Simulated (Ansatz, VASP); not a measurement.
This is a calculation of Al2Au for VASP 6.6.1.

The input INCAR:

```
SYSTEM = Al2Au
ALGO = Normal
EDIFF = 1E-6
ENCUT = 520
GGA = CA
ISIF = 2
ISMEAR = -1
LASPH = .TRUE.
LCHARG = .FALSE.
LREAL = .FALSE.
LWAVE = .FALSE.
NBANDS = 16
NELM = 60
PREC = Accurate
SIGMA = 0.05
```

The input KPOINTS:

```
k-points
0
G
  8 8 8
  0 0 0
```

The input POSCAR:

```
Al2Au
1.0
    0.0000000000      3.0588384673      3.0588384673
    3.0588384673      0.0000000000      3.0588384673
    3.0588384673      3.0588384673      0.0000000000
Au Al
1 2
Direct
    0.0000000000      0.0000000000      0.0000000000
    0.7500000000      0.7500000000      0.7500000000
    0.2500000000      0.2500000000      0.2500000000
```

Potentials or basis: VASP PAW LDA potentials, release 64 (Au, Al).

Command:

```sh
$ cat potpaw_LDA.64/Au/POTCAR potpaw_LDA.64/Al/POTCAR > POTCAR
$ mpirun -np 1 vasp_std > vasp.out
```

Q: Translate it to Ansatz 0.2.0. Potentials there: all-electron LAPW, scalar-relativistic.

A: As run (the cutoff follows the program's own potentials):

input.yaml

```yaml
crystal:
  lattice:
    - [0.0, 3.0588384673, 3.0588384673]
    - [3.0588384673, 0.0, 3.0588384673]
    - [3.0588384673, 3.0588384673, 0.0]
  atoms:
    - { symbol: Au, position: [0.0, 0.0, 0.0] }
    - { symbol: Al, position: [0.75, 0.75, 0.75] }
    - { symbol: Al, position: [0.25, 0.25, 0.25] }
kpoints:
  mp_grid: { grid: [8, 8, 8] }
scf:
  occupations: { method: fermi_dirac, width: 0.05 }
hamiltonian:
  xc: lda
  pseudopotentials: { kind: all_electron, lapw: { basis_error: 0.002 } }
output:
  forces: true
  stress: true
  eigenvalues: true
```

Potentials or basis: all-electron LAPW, scalar-relativistic.

Launch:

```console
$ ansatz run input.yaml --threads 2 --pin off --max-ram 6144MiB --backend cpu --events-out ev --progress --plain --runs-dir out
```

Both were run:

|  | VASP | Ansatz | Ansatz less VASP |
| --- | --- | --- | --- |
| gap on the k mesh at the Fermi level (eV) | none | none | - |
| pressure (GPa) | -7.9 | -8.0 | -0.14 |

A gap of «none» marks a metal or a gap that the smearing closes. Ansatz ran all-electron here, so the differences hold the error of VASP's frozen core and of both bases.

Spin-orbit coupling is left out, which matters for the levels of Au.
